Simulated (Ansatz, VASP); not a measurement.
Mg in VASP and in Ansatz

```
Mg
1.0
    -0.04489    2.21721    2.21721
     2.21721   -0.04489    2.21721
     2.21721    2.21721   -0.04489
Mg
1
Direct
  0.00000 0.00000 0.00000
```

Alike in both runs: task single point; functional PBEsol; k mesh 15 × 15 × 15; occupations gaussian, width 0.1 eV; no spin polarisation.

|  | VASP | Ansatz |
| --- | --- | --- |
| version | VASP 6.6.1 | Ansatz 0.2.0 |
| potentials or method | VASP PAW PBE potentials, release 64 (Mg) | scalar-relativistic, plane waves, PAW |
| plane-wave cutoff (eV) | 520 | 420 |
| valence electrons in the cell | 2 | 10 |

VASP gave:

- gap on the k mesh at the Fermi level (eV): none
- pressure (GPa): 0.3
- largest component of the traceless stress (GPa): 0.52

Task: What did Ansatz give for the same quantities?

Result: gap on the k mesh at the Fermi level (eV): none; pressure (GPa): 0.4; largest component of the traceless stress (GPa): 0.52.

A gap of «none» marks a metal or a gap that the smearing closes. With one functional, cell and mesh, what is left measures potentials, basis and numerics. The two sets of potentials don't hold the same shells in valence.

Caveats: the PAW data sets were made with another functional, which shifts forces and pressure a little (VASP).
